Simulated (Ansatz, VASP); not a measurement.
One calculation of SiO2, two programs

```
Si O
1.0
    -2.44381    2.44381    3.60626
     2.44381   -2.44381    3.60626
     2.44381    2.44381   -3.60626
Si O
2 4
Direct
  0.75000 0.25000 0.50000
  0.00000 0.00000 0.00000
  0.87500 0.02821 0.65321
  0.77821 0.12500 0.15321
  0.97179 0.62500 0.84679
  0.37500 0.22179 0.34679
```

Change from the starting cell: volume scaled by 0.96.

Alike in both runs: task single point; functional PBEsol; k mesh 8 × 8 × 8; occupations fermi-dirac, width 0.05 eV; no spin polarisation.

|  | VASP | Ansatz |
| --- | --- | --- |
| version | VASP 6.6.1 | Ansatz 0.2.0 |
| potentials or method | VASP PAW PBE potentials, release 64 (Si, O), cutoff 520 eV | all-electron LAPW, scalar-relativistic |

|  | VASP | Ansatz | Ansatz less VASP |
| --- | --- | --- | --- |
| gap on the k mesh at the Fermi level (eV) | 6.10 | 6.11 | +0.008 |
| least direct gap on the mesh (eV) | 6.10 | 6.11 | +0.008 |
| pressure (GPa) | 10.3 | 9.6 | -0.70 |
| largest component of the traceless stress (GPa) | 0.12 | 0.15 | +0.033 |
| rms of the force components (eV/Å) | 0.309 | 0.293 | -0.0155 |

Atom by atom the forces differ by 0.016 eV/Å (rms over components). Ansatz ran all-electron here, so the differences hold the error of VASP's frozen core and of both bases.

Caveats: the PAW data sets were made with another functional, which shifts forces and pressure a little (VASP). A k mesh can miss the band edges.
